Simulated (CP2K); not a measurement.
## Rh in CP2K: the effect of functional

The system is Rh.

```
CELL_PARAMETERS angstrom
2.68397 0.00000 0.00000
1.34198 2.32438 0.00000
1.34198 0.77479 2.19145
ATOMIC_POSITIONS crystal
Rh 0.00000 0.00000 0.00000
```

Alike in all runs:

| Property | Result |
| --- | --- |
| Program | CP2K 2026.2 |
| Task | band structure |
| Potentials or basis | POTENTIAL_UZH Rh GTH-PBE-q17; TZVP-MOLOPT-PBE-GTH basis |
| Density cutoff | 9184 eV |
| k mesh | 12 × 12 × 12 |
| Occupations | fermi-dirac, width 0.05 eV |
| Spin | no spin polarisation |

Problem. One run gave: pressure 2.4 GPa. Which functional did it use?
A. WC
B. r2SCAN
C. vdW-DF2
D. LDA
E. revPBE

Solution. B.

| functional | pressure (GPa) |
| --- | --- |
| PBE | 9.7 |
| LDA | -7.0 |
| PBEsol | -1.2 |
| vdW-DF2 | 33.1 |
| WC | 1.1 |
| revPBE | 12.9 |
| r2SCAN | 2.4 |

Caveats: the basis of atomic orbitals isn't converged, which shifts pressures, moduli and gaps; the potentials were made for another functional, which shifts forces and pressure (some runs); a pressure of tens of GPa on the cell as given is suspect, and the run, the potentials or the cell itself is likely at fault (some runs).
